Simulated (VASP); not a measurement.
Wanted: the native input for a VASP 6.6.1 run.

| Item | Value |
| --- | --- |
| Task | work function |
| Functional | PBE |
| Potentials or basis | VASP PAW PBE potentials, release 64 (Fe) |
| Cutoff | 520 eV |
| k mesh | 9 × 9 × 1 |
| Occupations | gaussian, width 0.05 eV |
| Spin | collinear spin, ferromagnetic start |
| Starting moments | [3.0, 3.0, 3.0, 3.0, 3.0, 3.0, 3.0, 3.0] μB |
| Dipole correction | yes |
| Further INCAR settings | ALGO = Normal; EDIFF = 1e-07 |

The structure of Fe lies in POSCAR:

```
Fe
1.0
    2.8780000000      0.0000000000      0.0000000000
    0.0000000000      2.8780000000      0.0000000000
    0.0000000000      0.0000000000     25.0730000000
Fe
8
Direct
    0.5000000000      0.5000000000      0.2991265505
    0.0000000000      0.0000000000      0.3565189646
    0.5000000000      0.5000000000      0.4139113788
    0.0000000000      0.0000000000      0.4713037929
    0.5000000000      0.5000000000      0.5286962071
    0.0000000000      0.0000000000      0.5860886212
    0.5000000000      0.5000000000      0.6434810354
    0.0000000000      0.0000000000      0.7008734495
```

The slab is cut from a database's or a generator's crystal, which needn't be the stable form of the element.

The cell isn't the ideal one: the (1 0 0) slab of Fe, cut from the database cell, not relaxed.

These files were run (other wordings do the same):

INCAR

```
ALGO = Normal
DIPOL = 0.5 0.5 0.500
EDIFF = 1E-7
ENCUT = 520
GGA = PE
IDIPOL = 3
ISIF = 2
ISMEAR = 0
ISPIN = 2
LASPH = True
LCHARG = True
LDIPOL = True
LELF = True
LMAXMIX = 4
LORBIT = 11
LREAL = False
LVACPOTAV = True
LVHAR = True
LWAVE = False
MAGMOM = 3 3 3 3 3 3 3 3
NELM = 120
PREC = Accurate
SIGMA = 0.05
```

KPOINTS

```
k-points
0
Gamma
  9 9 1
```

Potentials or basis: VASP PAW PBE potentials, release 64 (Fe).

Run with:

```console
$ cat potpaw_PBE.64/Fe/POTCAR > POTCAR
$ mpirun -np 1 vasp_std > vasp.out
```

Results of the run:

```json
{
 "Largest force": "0.479 eV/Å",
 "Band gap on the k mesh": "none (metal or under the smearing width)",
 "Net moment": "20.85 μB per cell",
 "Site moments": "Fe +3.02, +2.45, +2.46, +2.37 μB",
 "Valence electrons inside the program's atomic spheres": "Fe 6.87, 7.18, 7.17",
 "Work function of the upper face": "3.85 eV",
 "Work function of the lower face": "3.85 eV"
}
```

Wall time 11 min on 1 thread of Intel(R) Xeon(R) Platinum 8488C (Sapphire Rapids) (shared host), peak memory 0.51 GiB.
